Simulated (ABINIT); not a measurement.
Write the native input for ABINIT 10.8.3 (patched build) that does the following.

- Task: band structure
- Functional: PBE
- Potentials or basis: JTH PAW PBE v2.0
- Cutoff: 626 eV
- k mesh: 9 × 9 × 6
- Occupations: fermi-dirac, width 0.05 eV
- Spin: no spin polarisation
- Fine-grid cutoff: 1224.51 eV

The system is MgO.

```
Mg O
1.0
     3.30779    0.00000    0.00000
    -1.65389    2.86463    0.00000
     0.00000    0.00000    4.98288
Mg O
2 2
Direct
  0.66667 0.33333 0.50216
  0.33333 0.66667 0.00216
  0.66667 0.33333 0.90244
  0.33333 0.66667 0.40244
```

Measurements of this composition are mostly on another form, of space group No. 225.

These files were run (other wordings do the same):

run.abi

```
# Datasets: ground state, then fixed potential
ndtset 2

# Pseudopotentials
pp_dirpath "./"
pseudos "Mg.GGA_PBE-JTH.xml, O.GGA_PBE-JTH.xml"

# Structure
acell 3*1.0 Angstrom
rprim
     3.3077869865     0.0000000000     0.0000000000
    -1.6538934933     2.8646275606     0.0000000000
     0.0000000000     0.0000000000     4.9828816700
ntypat 2
znucl 12 8
natom 4
typat 1 1 2 2
xred
     0.6666666667     0.3333333333     0.5021597400
     0.3333333333     0.6666666667     0.0021597400
     0.6666666667     0.3333333333     0.9024402600
     0.3333333333     0.6666666667     0.4024402600

# Plane-wave basis
ecut 625.861884 eV
pawecutdg 45.0
pawxcdev 0

# Exchange and correlation
ixc 11

# Bands and occupations
occopt 3
tsmear 0.05 eV

# SCF cycle
nstep 100

# Output
iomode 3
prtwf 0
prteig 0
prtebands 0
enunit 1
prtden1 1

# Dataset 1
kptopt1 1
ngkpt1 9 9 6
nshiftk1 1
shiftk1 0.0 0.0 0.0
nband1 20
tolvrs1 1.0e-9

# Dataset 2: bands along G-M-K-G-A-L-H-A
iscf2 -2
getden2 1
nband2 26
nbdbuf2 4
tolwfr2 1.0e-11
kptopt2 -7
ndivsm2 5
prteig2 1
kptbounds2
     0.0000000000     0.0000000000     0.0000000000
     0.5000000000     0.0000000000     0.0000000000
     0.3333333333     0.3333333333     0.0000000000
     0.0000000000     0.0000000000     0.0000000000
     0.0000000000     0.0000000000     0.5000000000
     0.5000000000     0.0000000000     0.5000000000
     0.3333333333     0.3333333333     0.5000000000
     0.0000000000     0.0000000000     0.5000000000
```

Potentials or basis: JTH PAW PBE v2.0.

The run is started by

```bash
$ abinit run.abi > log 2>&1
```

Results of the run:

```yaml
Pressure: 3.4 GPa
Band_gap_on_the_k_mesh: 3.47 eV, direct
Band_gap_along_the_path: 3.47 eV, direct
Valence_electrons_inside_the_program's_atomic_spheres: Mg 8.31; O 4.59
```

Run time: 49 s on 1 thread of AMD EPYC 9R45 96-Core Processor (Zen 5) (shared host), peak memory 0.14 GiB.
